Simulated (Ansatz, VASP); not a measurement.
## Two plane-wave programs on GaAs

```
Ga As
1.0
     0.00000    2.66452    2.66452
     2.66452    0.00000    2.66452
     2.66452    2.66452    0.00000
Ga As
1 1
Direct
  0.00000 0.00000 0.00000
  0.50000 0.50000 0.50000
```

The cell was built by a generator and needn't be a form met in nature.

Alike in both runs: task single point; functional HSE06; k mesh 4 × 4 × 4; occupations fermi-dirac, width 0.02 eV; no spin polarisation.

```csv
,VASP,Ansatz
version,VASP 6.6.1,Ansatz 0.2.0
potentials or method,"VASP PAW PBE potentials, release 64 (Ga_d, As)","plane waves, PAW"
plane-wave cutoff (eV),520,420
valence electrons in the cell,18,28
```

|  | VASP | Ansatz | Ansatz less VASP |
| --- | --- | --- | --- |
| pressure (GPa) | 0.7 | 0.8 | +0.07 |

With one functional, cell and mesh, what is left measures potentials, basis and numerics. The two sets of potentials don't hold the same shells in valence. Ansatz warned: «filled_band_counts_differ_across_k_points».

Caveats: the k mesh is coarse (spacing up to 0.51 Å⁻¹), so the values aren't converged, least of all with exact exchange; the PAW data sets were made with another functional, which shifts forces and pressure a little (VASP).
